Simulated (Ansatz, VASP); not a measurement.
# In2O3 (In2O3 (R-3c)) in two plane-wave programs

One calculation is typed for both programs; each brings its own data sets. How far apart do they land? The cell is taken from a series of runs on this material, whose earlier steps may have relaxed, scaled, displaced or heated it; both programs get it as it stands.

Program: Ansatz 0.2.0. Level of theory: plane waves, with VASP 6.6.1 beside it; relaxation of cell and atoms at PBEsol. Results are calculated unless marked as measured.

## 1. Starting point

The structure is trigonal, space group R-3c (No. 167). The conventional cell has a = 5.516 Å, b = 5.516 Å, c = 14.591 Å, α = 90.00°, β = 90.00°, γ = 120.00°. In has 6 O at 2.13 to 2.26 Å nearest. Nearest to O lie 4 In at 2.13 to 2.26 Å. Farther neighbours and most contacts between anions are not listed.

Structure file:

```
In O
1.0
     2.75810    1.59239    4.86369
    -2.75810    1.59239    4.86369
     0.00000   -3.18479    4.86369
In O
4 6
Direct
  0.64288 0.64288 0.64288
  0.85712 0.85712 0.85712
  0.35712 0.35712 0.35712
  0.14288 0.14288 0.14288
  0.04650 0.75000 0.45350
  0.75000 0.45350 0.04650
  0.45350 0.04650 0.75000
  0.95350 0.25000 0.54650
  0.54650 0.95350 0.25000
  0.25000 0.54650 0.95350
```

## 2. VASP: relaxation of cell and atoms, PBEsol

The relaxed volume is the usual yardstick between codes: in a stiff, nearly cubic crystal its relative difference is about their pressure difference at one cell divided by the bulk modulus.

Lines of VASP's logs that name or quote its potential files are left out, and so is its time.

INCAR

```
SYSTEM = In2O3
PREC = Accurate
ENCUT = 600
EDIFF = 1E-07
NELM = 120
ISMEAR = 0
SIGMA = 0.01
LREAL = .FALSE.
ALGO = Normal
GGA = PS
NBANDS = 54
LORBIT = 11
LWAVE = .FALSE.
LCHARG = .FALSE.
ISIF = 3
IBRION = 2
NSW = 80
EDIFFG = -0.005
LASPH = .TRUE.
GGA_COMPAT = .FALSE.
NELMIN = 4
EFERMI = MIDGAP
KPAR = 2
```

POSCAR

```
In2O3
1.0
    2.7581040000      1.5923920000      4.8636870000
   -2.7581040000      1.5923920000      4.8636870000
    0.0000000000     -3.1847850000      4.8636870000
In O
4 6
Direct
    0.6428840221      0.6428840221      0.6428838202
    0.8571160321      0.8571160321      0.8571157630
    0.3571160141      0.3571160141      0.3571159019
    0.1428840040      0.1428840040      0.1428839591
    0.0464953634      0.7500000174      0.4535046706
    0.7500000007      0.4535046546      0.0464951905
    0.4535047496      0.0464954417      0.7499998601
    0.9535047412      0.2500000873      0.5464951201
    0.5464953551      0.9535046630      0.2499999305
    0.2500000354      0.5464953815      0.9535045317
```

KPOINTS

```
Automatic mesh
0
Gamma
6 6 6
0 0 0
```

Potentials, in the order of the species: In_d and O (PBE family, release 64).

Started as:

```sh
mpirun -np 2 vasp_std
```

Numbers of over 12 decimals in the logs are rounded to 6 here.

The log of the run:

```text
[banner, memory and clock lines left out]
running    2 mpi-ranks, on    1 nodes
 distrk:  each k-point on    1 cores,    2 groups
 distr:  one band on    1 cores,    1 groups

 POSCAR found type information on POSCAR InO
 POSCAR found :  2 types and      10 ions
|                                                                             |
|               ----> ADVICE to this user running VASP <----                  |
|                                                                             |
|     You enforced a specific xc type in the INCAR file but a different       |
|     [... a line on the potential file left out ...]
|     I HOPE YOU KNOW WHAT YOU ARE DOING!                                     |
|                                                                             |

 LDA part: xc-table for (Slater+PW92), standard interpolation
 POSCAR, INCAR and KPOINTS ok, starting setup
 FFT: planning ... GRIDC
 FFT: planning ... GRID_SOFT
 FFT: planning ... GRID
 WAVECAR not read
 entering main loop
       N       E                     dE             d eps       ncg     rms          rms(c)
DAV:   1     0.133283482258E+04    0.13328E+04   -0.45085E+04  3512   0.257E+03
DAV:   2     0.218704492506E+03   -0.11141E+04   -0.10671E+04  3568   0.693E+02
DAV:   3    -0.438730320336E+02   -0.26258E+03   -0.25499E+03  3756   0.289E+02
DAV:   4    -0.677040488740E+02   -0.23831E+02   -0.23595E+02  4760   0.909E+01
DAV:   5    -0.681822901514E+02   -0.47824E+00   -0.47717E+00  4440   0.140E+01    0.214E+01
DAV:   6    -0.594440727686E+02    0.87382E+01   -0.34316E+01  5172   0.602E+01    0.169E+01
DAV:   7    -0.594995916957E+02   -0.55519E-01   -0.31949E+00  3954   0.104E+01    0.433E+00
DAV:   8    -0.594307263092E+02    0.68865E-01   -0.27949E-01  5256   0.325E+00    0.235E+00
DAV:   9    -0.594045111268E+02    0.26215E-01   -0.56896E-02  5282   0.298E+00    0.437E-01
DAV:  10    -0.594023255308E+02    0.21856E-02   -0.17372E-02  4920   0.131E+00    0.857E-02
DAV:  11    -0.594027117370E+02   -0.38621E-03   -0.17180E-03  4426   0.262E-01    0.857E-02
DAV:  12    -0.594027209124E+02   -0.91754E-05   -0.22034E-04  5560   0.112E-01    0.292E-02
DAV:  13    -0.594027211820E+02   -0.26961E-06   -0.10680E-05  4650   0.245E-02    0.105E-02
DAV:  14    -0.594027220339E+02   -0.85190E-06   -0.90097E-07  4060   0.605E-03    0.261E-03
DAV:  15    -0.594027220308E+02    0.30959E-08   -0.88758E-08  2768   0.257E-03
   1 F= -.59402722E+02 E0= -.59402722E+02  d E =-.594027E+02
[...]
2 F= -.59403208E+02 E0= -.59403208E+02  d E =-.485991E-03
[...]
3 F= -.59403372E+02 E0= -.59403372E+02  d E =-.649874E-03
[...]
4 F= -.59403636E+02 E0= -.59403636E+02  d E =-.264119E-03
[...]
5 F= -.59403706E+02 E0= -.59403706E+02  d E =-.333638E-03
[...]
6 F= -.59403848E+02 E0= -.59403848E+02  d E =-.142924E-03
 trial-energy change:   -0.000143  1 .order   -0.000142   -0.000219   -0.000065
 step:   1.5091(harm=  1.5321)  dis= 0.00283  next Energy=   -59.403861 (dE=-0.156E-03)
 bond charge predicted
       N       E                     dE             d eps       ncg     rms          rms(c)
DAV:   1    -0.594038147320E+02    0.33758E-04   -0.14144E-02  4228   0.496E-01    0.491E-02
DAV:   2    -0.594038670609E+02   -0.52329E-04   -0.60762E-04  5344   0.146E-01    0.190E-02
DAV:   3    -0.594038637661E+02    0.32947E-05   -0.78087E-06  4630   0.352E-02    0.134E-02
DAV:   4    -0.594038623780E+02    0.13882E-05   -0.41683E-06  4778   0.306E-02    0.571E-03
DAV:   5    -0.594038626026E+02   -0.22469E-06   -0.10148E-06  3758   0.751E-03    0.413E-03
DAV:   6    -0.594038627102E+02   -0.10750E-06   -0.38069E-08  2184   0.170E-03    0.130E-03
DAV:   7    -0.594038627450E+02   -0.34843E-07   -0.25628E-08  2046   0.131E-03
   7 F= -.59403863E+02 E0= -.59403863E+02  d E =-.157202E-03
 curvature:  -1.17 expect dE=-0.505E-05 dE for cont linesearch -0.307E-07
 trial: gam= 0.01689 g(F)=  0.646E-06 g(S)=  0.366E-05 ort = 0.286E-05 (trialstep = 0.117E+01)
 search vector abs. value=  0.449E-05
 reached required accuracy - stopping structural energy minimisation
```

OUTCAR, selected parts (step 2):

```text
ion  position               nearest neighbor table
   1  0.643  0.643  0.643-   9 2.13   8 2.13  10 2.13   6 2.26   5 2.26   7 2.26   2 3.13   3 3.26
                             3 3.26   3 3.26   2 3.63   2 3.63   2 3.63   4 4.01   4 4.01   4 4.01
   2  0.857  0.857  0.857-  10 2.13   8 2.13   9 2.13   5 2.26   7 2.26   6 2.26   1 3.13   4 3.26
                             4 3.26   4 3.26   1 3.63   1 3.63   1 3.63   3 4.01   3 4.01   3 4.01
   3  0.357  0.357  0.357-   6 2.13   7 2.13   5 2.13   8 2.26   9 2.26  10 2.26   4 3.13   1 3.26
                             1 3.26   1 3.26   4 3.63   4 3.63   4 3.63   2 4.01   2 4.01   2 4.01
   4  0.143  0.143  0.143-   5 2.13   6 2.13   7 2.13   8 2.26   9 2.26  10 2.26   3 3.13   2 3.26
                             2 3.26   2 3.26   3 3.63   3 3.63   3 3.63   1 4.01   1 4.01   1 4.01
   5  0.046  0.750  0.454-   4 2.13   3 2.13   2 2.26   1 2.26
   6  0.750  0.454  0.046-   3 2.13   4 2.13   2 2.26   1 2.26
   7  0.454  0.046  0.750-   3 2.13   4 2.13   2 2.26   1 2.26
   8  0.954  0.250  0.546-   1 2.13   2 2.13   4 2.26   3 2.26
   9  0.546  0.954  0.250-   1 2.13   2 2.13   4 2.26   3 2.26
  10  0.250  0.546  0.954-   1 2.13   2 2.13   3 2.26   4 2.26

  LATTYP: Found a trigonal (rhomboedric) cell.
 ALAT       =     5.8136306376
 COS(alpha) =     0.5498508180

 Subroutine GETGRP returns: Found 12 space group operations
 (whereof  6 operations were pure point group operations)

The static configuration has the point symmetry S_6 .
 The point group associated with its full space group is D_3d.

 Found     32 irreducible k-points:

   k-points           NKPTS =     32   k-points in BZ     NKDIM =     32   number of bands    NBANDS=     54

   dimension x,y,z NGX =    48 NGY =   48 NGZ =   48
   dimension x,y,z NGXF=    96 NGYF=   96 NGZF=   96

   ENCUT  =  600.0 eV  44.10 Ry    6.64 a.u.  11.61 11.61 11.61*2*pi/ulx,y,z

   NELECT =      88.0000    total number of electrons

 k-points in reciprocal lattice and weights: Automatic mesh
   0.00000000  0.00000000  0.00000000       0.005
   0.16666667  0.00000000  0.00000000       0.028
   0.33333333  0.00000000  0.00000000       0.028
   0.50000000  0.00000000  0.00000000       0.014
   0.16666667  0.16666667  0.00000000       0.028
   0.33333333  0.16666667  0.00000000       0.056
   0.50000000  0.16666667  0.00000000       0.056
  -0.33333333  0.16666667  0.00000000       0.056
  -0.16666667  0.16666667  0.00000000       0.028
[...]
-0.33333333  0.50000000  0.33333333       0.028
   0.50000000  0.50000000  0.50000000       0.005

 average (electrostatic) potential at core
       1 -93.0313       2 -93.0313       3 -93.0313       4 -93.0313       5 -67.9276
       6 -67.9276       7 -67.9276       8 -67.9276       9 -67.9276      10 -67.9276

 E-fermi :   5.8678

 k-point     1 :       0.0000    0.0000    0.0000
  band No.  band energies     occupation
    ...
     40       4.9386      2.00000
     41       5.0586      2.00000
     42       5.0586      2.00000
     43       5.2685      2.00000
     44       5.2685      2.00000
     45       6.4143      0.00000
     46      10.6570      0.00000
     47      11.4024      0.00000
     48      12.4067      0.00000
     49      14.3445      0.00000
    ...

 k-point     2 :       0.1667    0.0000    0.0000
  band No.  band energies     occupation
    ...
     40       4.8260      2.00000
     41       5.0448      2.00000
     42       5.1109      2.00000
     43       5.1220      2.00000
     44       5.2647      2.00000
     45       7.3216      0.00000
     46      10.9702      0.00000
     47      11.2633      0.00000
     48      12.1273      0.00000
     49      13.3590      0.00000
    ...

 k-point     3 :       0.3333    0.0000    0.0000
  band No.  band energies     occupation
    ...
     40       4.6825      2.00000
     41       4.7104      2.00000
     42       4.7883      2.00000
     43       5.1839      2.00000
     44       5.3212      2.00000
     45       8.7464      0.00000
     46      11.0326      0.00000
     47      11.1627      0.00000
     48      11.4298      0.00000
     49      12.9755      0.00000
    ...

  Total       -0.0015784     -0.0015784     -0.0274457      0.0000000      0.0000000      0.0000000
  in kB       -0.0197853     -0.0197853     -0.3440369      0.0000000      0.0000000      0.0000000
  external PRESSURE =      -0.1278692 kB  Pullay stress =       0.0000000 kB

  energy-cutoff  :      600.00
  volume of cell :      127.81
      direct lattice vectors                 reciprocal lattice vectors
     2.758536578  1.592641750  4.848769431     0.181255527  0.104647911  0.068745972
    -2.758536578  1.592641750  4.848769431    -0.181255527  0.104647911  0.068745972
     0.000000000 -3.185284498  4.848769430     0.000000000 -0.209295822  0.068745951

 POSITION                                       TOTAL-FORCE (eV/Angst)
 -----------------------------------------------------------------------------------
      0.00000      0.00000      9.34707        -0.000000     -0.000000      0.000245
      0.00000      0.00000     12.47239        -0.000000      0.000000     -0.000245
      0.00000      0.00000      5.19924        -0.000000      0.000000     -0.000245
      0.00000      0.00000      2.07392         0.000000     -0.000000      0.000245
     -1.94257     -0.17935      6.06096         0.000740      0.001282      0.000000
      0.81597      1.77199      6.06096         0.000740     -0.001282     -0.000000
      1.12661     -1.59264      6.06096        -0.001481     -0.000000     -0.000000
      1.94257      0.17935      8.48535        -0.000740     -0.001282     -0.000000
     -1.12661      1.59264      8.48535         0.001481     -0.000000     -0.000000
     -0.81597     -1.77199      8.48535        -0.000740      0.001282      0.000000
 -----------------------------------------------------------------------------------
    total drift:                               -0.000183     -0.003351      0.001154

  FREE ENERGIE OF THE ION-ELECTRON SYSTEM (eV)
  ---------------------------------------------------
  free  energy   TOTEN  =       -59.4038627450 eV

  energy  without entropy=      -59.4038627450  energy(sigma->0) =      -59.40386274

 reached required accuracy - stopping structural energy minimisation

 total charge
# of ion       s       p       d       tot
------------------------------------------
    1        0.647   0.655  10.064  11.366
    2        0.647   0.655  10.064  11.366
    3        0.647   0.655  10.064  11.366
    4        0.647   0.655  10.064  11.366
    5        1.556   3.423   0.000   4.979
    6        1.556   3.423   0.000   4.979
    7        1.556   3.423   0.000   4.979
    8        1.556   3.423   0.000   4.979
    9        1.556   3.423   0.000   4.979
   10        1.556   3.423   0.000   4.979
--------------------------------------------------
tot         11.924  23.159  40.254  75.337

[... 3 further parts left out ...]
```

The gap is read on the k-mesh alone, so it is an upper bound where the band edges lie off the mesh. The PAW data sets were made with PBE, which is usual practice but a small mismatch for other functionals. The run keeps the 12 symmetry operations of its start, so it cannot find a distortion of lower symmetry.

[end of part 1 of 2]

[Lines on the potential files, build, host, timing and source positions are cut from VASP's logs without a mark.]

[Logs are printed without paths, hosts, clocks, repeated set-up lines and the standing remarks that a program may print on its own settings, such as how far it seeks lower states.]

[Hosts, paths, dates, database ids (printed as entryN), source tags and the programs' standing remarks are cut or masked in the printed files.]
